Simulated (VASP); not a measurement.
# Settings for BaS: self-consistent run

BaS, I4mm (no. 107), 2 atoms in the cell. PBEsol; PAW potentials Ba_sv, S (PBE set). VASP 6.6.1. The cell is changed on purpose: last atom moved by 0.05 Å along z, cell strained by -1.0% along z.

Wanted: energy within 2 meV/atom.

What the run is for: energy; Accuracy asked: standard.

POSCAR:
```
BaS
1.0
    0.0000000000      3.1937500000      3.1618125000
    3.1937500000      0.0000000000      3.1618125000
    3.1937500000      3.1937500000      0.0000000000
Ba S
1 1
Direct
    0.0000000000      0.0000000000      0.0000000000
    0.5078277900      0.5078277900      0.4921722100
```

The series start from Plane-wave cutoff (eV): 340; k-point mesh: 6 × 6 × 6; Precision mode (PREC): Accurate; Electronic threshold (eV): 1e-6; Bands in all (NBANDS): 18; Aspherical gradient terms in the spheres (LASPH): yes; Electronic algorithm: ALGO=Normal; Delay and inner steps: defaults; Placing of the Fermi level (EFERMI): EFERMI=MIDGAP. Each series keeps the choices made before it, and each single choice may use up half of a tolerance.

## Plane-wave cutoff (eV)

| Plane-wave cutoff (eV) | Energy less reference (meV/atom) | SCF iterations | Time (s) |
|---|---|---|---|
| 210 | 4.8 | 13 | 4.2 |
| 260 | 2.1 | 13 | 4.3 |
| 300 | 0.5 | 12 | 7.5 |
| 340 | 0.0 | 12 | 7.7 |
| 390 | 0.1 | 12 | 10 |
| 460 | 0.2 | 12 | 8.7 |
| 550 | 0.0 | 13 | 14 |
| 690 (reference) | 0.0 | 12 | 23 |

Chosen: 300, the loosest value from which every tighter one stays within half of the tolerance.

## k-point mesh

| k-point mesh | Energy less reference (meV/atom) | SCF iterations | Time (s) |
|---|---|---|---|
| 2 × 2 × 2 | 160.2 | 13 | 2.6 |
| 3 × 3 × 3 | 18.4 | 12 | 3.0 |
| 4 × 4 × 4 | 3.0 | 12 | 4.2 |
| 5 × 5 × 5 | 0.6 | 12 | 5.3 |
| 6 × 6 × 6 | 0.2 | 12 | 7.5 |
| 8 × 8 × 8 | 0.0 | 12 | 13 |
| 9 × 9 × 9 | 0.0 | 12 | 16 |
| 12 × 12 × 12 (reference) | 0.0 | 12 | 34 |

Chosen: 5 × 5 × 5.

## Precision mode (PREC)

| Precision mode (PREC) | Energy less reference (meV/atom) | SCF iterations | Time (s) |
|---|---|---|---|
| SingleN | -0.7 | 12 | 2.9 |
| Normal | 0.0 | 12 | 3.1 |
| Single | 0.0 | 12 | 4.6 |
| Accurate (reference) | 0.0 | 12 | 5.3 |

Chosen: SingleN.

## Electronic threshold (eV)

| Electronic threshold (eV) | Energy less reference (meV/atom) | SCF iterations | Time (s) |
|---|---|---|---|
| 0.001 | 0.2 | 9 | 2.3 |
| 0.0001 | 0.0 | 11 | 2.7 |
| 1e-5 | 0.0 | 11 | 2.7 |
| 1e-6 | 0.0 | 12 | 2.9 |
| 1e-7 | 0.0 | 14 | 3.3 |
| 1e-8 (reference) | 0.0 | 15 | 3.5 |

Chosen: 0.001.

## Bands in all (NBANDS)

| Bands in all (NBANDS) | Energy less reference (meV/atom) | SCF iterations | Time (s) |
|---|---|---|---|
| 9 | -0.2 | 10 | 1.7 |
| 10 | -0.2 | 10 | 2.0 |
| 12 | 0.0 | 9 | 1.9 |
| 14 | 0.0 | 9 | 2.0 |
| 18 | 0.0 | 9 | 2.3 |
| 28 (reference) | 0.0 | 9 | 3.0 |

Chosen: 9.

## Aspherical gradient terms in the spheres (LASPH)

| Aspherical gradient terms in the spheres (LASPH) | Energy less reference (meV/atom) | SCF iterations | Time (s) |
|---|---|---|---|
| yes | 0.0 | 10 | 1.7 |
| no | 0.0 | 10 | 1.4 |

Chosen: yes; no other choice that stays within half of the tolerance saves 30 % of the time.

## Electronic algorithm

| Electronic algorithm | Energy less reference (meV/atom) | SCF iterations | Time (s) |
|---|---|---|---|
| ALGO=Normal | 0.0 | 10 | 1.7 |
| ALGO=Fast | 0.0 | 11 | 1.8 |
| ALGO=VeryFast | 0.1 | 17 | 2.1 |
| ALGO=All ISEARCH=1 | 0.1 | 12 | 2.3 |
| ALGO=All ISEARCH=0 | 0.1 | 12 | 2.3 |
| ALGO=Damped TIME=0.4 | 1.6 | 17 | 2.4 |
| ALGO=Damped TIME=0.1 | 4.2 | 25 | 3.2 |

Chosen: ALGO=Normal.

## Delay and inner steps

| Delay and inner steps | Energy less reference (meV/atom) | SCF iterations | Time (s) |
|---|---|---|---|
| defaults | 0.0 | 10 | 1.7 |
| NELMDL=-2 | 0.0 | 7 | 1.5 |
| NELMDL=-8 | 0.0 | 13 | 1.8 |
| NELMDL=-12 | 0.0 | 17 | 2.1 |
| NRMM=2 | 0.1 | 10 | 1.6 |
| NRMM=6 | 0.0 | 10 | 1.7 |
| WEIMIN=0.001 | 0.0 | 10 | 1.7 |

Chosen: defaults.

## Placing of the Fermi level (EFERMI)

| Placing of the Fermi level (EFERMI) | Energy less reference (meV/atom) | SCF iterations | Time (s) |
|---|---|---|---|
| EFERMI=MIDGAP | 0.0 | 10 | 1.7 |
| EFERMI=LEGACY | 0.0 | 10 | 1.8 |

Chosen: EFERMI=MIDGAP.

## All choices together

| Input | Energy less reference (meV/atom) | Time (s) |
|---|---|---|
| the program's defaults (naive) | 5.0 | 1.3 |
| chosen settings | 0.4 | 1.7 |
| reference settings throughout | 0.0 | 219 |

The tolerance is met.

## The input

INCAR:
```
SYSTEM = BaS
  GGA = PS
  ISMEAR = 0
  SIGMA = 0.03
  LWAVE = .FALSE.
  LCHARG = .FALSE.
  ISIF = 2
  PREC = SingleN
  LASPH = .TRUE.
  LREAL = .FALSE.
  ALGO = Normal
  EDIFF = 0.001
  NELM = 120
  GGA_COMPAT = .FALSE.
  ENCUT = 300
  EFERMI = MIDGAP
  NBANDS = 9
```

KPOINTS:
```
Automatic mesh
0
Gamma
  5 5 5
  0 0 0
```

Commands:
```
cat potpaw_PBE.64/Ba_sv/POTCAR potpaw_PBE.64/S/POTCAR > POTCAR
mpirun -np 1 vasp_std > vasp.out
```

The chosen input took VASP 6.6.1 1.7 s on 1 core (Intel Xeon 6975P-C (Granite Rapids)), a shared host.

## An input that fails: one k point for a small cell

It runs to its end, but against the unchanged starting input it is off by 3188.3 meV/atom in the energy.

k mesh: 6 × 6 × 6 becomes 1 × 1 × 1.

Changes against the starting input:
```
- NELM = 120
+ NELM = 71
```
